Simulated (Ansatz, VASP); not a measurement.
# Two plane-wave programs on Si2W

```
W Si
1.0
     4.61685    0.00000    0.00000
    -2.30843    3.99831    0.00000
     0.00000    0.00000    6.65322
W Si
3 6
Cartesian
  2.3084 0.0000 3.3266
  1.1542 1.9992 5.5444
  -1.1542 1.9992 1.1089
  1.1332 0.6542 1.1089
  3.4837 0.6542 5.5444
  0.0000 1.3085 3.3266
  1.1753 3.3441 1.1089
  -1.1753 3.3441 5.5444
  2.3084 2.6899 3.3266
```

Measurements of this composition are mostly on another form, of space group No. 139.

Alike in both runs: task single point; functional LDA; k mesh 5 × 5 × 3; occupations fermi-dirac, width 0.05 eV; no spin polarisation; Hubbard terms W d U = 5.0 eV.

```csv
,VASP,Ansatz
version,VASP 6.6.1,Ansatz 0.2.0
potentials or method,"VASP PAW LDA potentials, release 64 (W_sv, Si)",Ansatz PAW
plane-wave cutoff (eV),520,420
valence electrons in the cell,66,66
```

```csv
,VASP,Ansatz,Ansatz less VASP
gap on the k mesh at the Fermi level (eV),0.50,0.83,+0.335
least direct gap on the mesh (eV),1.12,1.29,+0.167
pressure (GPa),-4.2,-10.2,-6.00
largest component of the traceless stress (GPa),0.63,0.72,+0.089
rms of the force components (eV/Å),0.016,0.013,-0.0032
```

The programs project onto different local orbitals, so the same U acts differently. Atom by atom the forces differ by 0.029 eV/Å (rms over components).

Caveats: spin-orbit coupling is left out, which moves the levels of the heavy elements; the U is typed as a test and isn't derived for this compound; an odd mesh through Γ misses points on the zone boundary, where band edges often lie (VASP); odd divisions of the mesh miss points on the zone boundary, where band edges often lie, so the gap on the mesh can be too wide (Ansatz); the PAW data sets come from PBE, with cores solved anew for the run's functional, which leaves a small shift of forces and pressure (Ansatz).
